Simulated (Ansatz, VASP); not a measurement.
# Se in VASP and in Ansatz

File INCAR:

```
ALGO = Normal
EDIFF = 1E-6
ENCUT = 520
GGA = PE
ISIF = 2
ISMEAR = -1
LASPH = T
LCHARG = F
LREAL = F
LWAVE = F
NELM = 100
PREC = Accurate
SIGMA = 0.05
```

Contents of KPOINTS:

```
k-points
0
Gamma
  9 9 9
```

File POSCAR:

```
Se
1.0
    2.8105630200      0.0000000000      0.0000000000
    0.0000000000      2.8105630200      0.0000000000
    0.0000000000      0.0000000000      2.7543517596
Se
1
Direct
    0.0000000000      0.0000000000      0.0000000000
```

Contents of input.yaml:

```yaml
crystal:
  lattice:
    - [2.81056302, 0.0, 0.0]
    - [0.0, 2.81056302, 0.0]
    - [0.0, 0.0, 2.7543517596]
  atoms:
    - { symbol: Se, position: [0.0, 0.0, 0.0] }
hamiltonian:
  xc: pbe
  pseudopotentials: { kind: paw }
kpoints:
  mp_grid: { grid: [9, 9, 9] }
scf:
  occupations: { method: fermi_dirac, width: 0.05 }
output:
  forces: true
  stress: true
  eigenvalues: true
```

Change from the starting cell: strain = -0.02.

Alike in both runs: task single point; functional PBE; k mesh 9 × 9 × 9; occupations fermi-dirac, width 0.05 eV; no spin polarisation.

|  | VASP | Ansatz |
| --- | --- | --- |
| version | VASP 6.6.1 | Ansatz 0.2.0 |
| potentials or method | VASP PAW PBE potentials, release 64 (Se) | Ansatz PAW |
| plane-wave cutoff (eV) | 520 | 420 |
| valence electrons in the cell | 6 | 16 |

```csv
,VASP,Ansatz,Ansatz less VASP
gap on the k mesh at the Fermi level (eV),none,none,-
pressure (GPa),3.7,3.7,-0.04
largest component of the traceless stress (GPa),0.35,0.35,0.000
```

A gap of «none» marks a metal or a gap that the smearing closes. The functional is the same, so the differences come from potentials, cutoffs and numerics. The two sets of potentials don't hold the same shells in valence.
